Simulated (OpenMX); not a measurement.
The system is ZnS.

```
CELL_PARAMETERS angstrom
0.00000 2.70200 2.70200
2.70200 0.00000 2.70200
2.70200 2.70200 0.00000
ATOMIC_POSITIONS crystal
Zn 0.75000 0.75000 0.75000
S 0.00000 0.00000 0.00000
```

| Item | Value |
| --- | --- |
| Program | OpenMX 3.8.5 |
| Task | single point |
| Functional | PBE |
| Potentials or basis | OpenMX 2013 PBE set, Zn6.0H-s3p2d1, S7.0-s2p2d1f1, grid cutoff 500 Ry |
| k mesh | 9 × 9 × 9 |
| Occupations | fermi-dirac, width 0.05 eV |
| Spin | no spin polarisation |

On this cell: pressure 5.5 GPa; largest force zero by symmetry; band gap on the k mesh 2.34 eV, direct.

The same run follows on a disturbed copy (atoms moved at random, drawn with an rms of 0.05 Å):

```xyz
2
Lattice="0.0000 2.7020 2.7020 2.7020 0.0000 2.7020 2.7020 2.7020 0.0000" Properties=species:S:1:pos:R:3 pbc="T T T"
Zn    4.0301    4.0193    4.0083
S     0.0000   -0.0564    0.0076
```

Q: What does the disturbed cell give?

A: The energy moves by +7.1 meV/atom; pressure 5.6 GPa; largest force 0.472 eV/Å; band gap on the k mesh 2.29 eV, direct.

Forces in eV/Å, atoms in the order of the input:
```
Zn   0.202 -0.180  0.387
S   -0.182  0.202 -0.367
```

Caveats: the transition metal has a single d function, too few for pressures, volumes and moments; the basis of atomic orbitals isn't converged, which shifts pressures, moduli and gaps.

